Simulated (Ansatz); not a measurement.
# N: frozen-core PAW against all-electron methods

```yaml
crystal:
  lattice:
    - [5.64900, 0.00000, 0.00000]
    - [0.00000, 5.64900, 0.00000]
    - [0.00000, 0.00000, 5.70549]
  atoms:
    - { symbol: N, position: [0.03000, 0.03000, 0.03000] }
    - { symbol: N, position: [0.47000, 0.97000, 0.53000] }
    - { symbol: N, position: [0.53000, 0.47000, 0.97000] }
    - { symbol: N, position: [0.97000, 0.53000, 0.47000] }
```

Atoms are numbered in the order listed.

The cell comes from COD entry 9012480, which wasn't checked; take it as a given geometry. The listed cell was then made from it by scaling, straining or moving an atom.

Methods: DFT, PBEsol, PAW with Ansatz's default frozen-core files, scalar-relativistic (Ansatz 0.2.0); DFT, PBEsol, all-electron PAW with datasets made for the crystal, scalar-relativistic (Ansatz 0.2.0); DFT, PBEsol, all-electron LAPW, scalar-relativistic (Ansatz 0.2.0).

For PAW: a Γ-centred 4×4×4 k mesh, Fermi–Dirac smearing of 0.02 eV, cutoff 420 eV, no spin polarisation; the PAW files were made with PBE, and the program remakes their frozen cores for this functional. The crystal-made all-electron datasets (AE datasets) take a cutoff of 140 eV at this cell. LAPW targets a basis error of 1 meV/atom. The Ansatz runs share mesh, smearing and spin set-up. Plane-wave (PAW) pressures include the program's estimate of the Pulay term.

Stress and pressure are positive in compression.

```csv
quantity,PAW,AE datasets,LAPW
pressure (GPa),-4.02,-4.00,-4.00
stress xx (GPa),-4.05,-4.03,-4.03
stress zz (GPa),-3.96,-3.94,-3.94
"force on N1, y (eV/Å)",0.239,0.237,0.238
```

PAW's pressure differs from the LAPW value by -0.02 GPa.
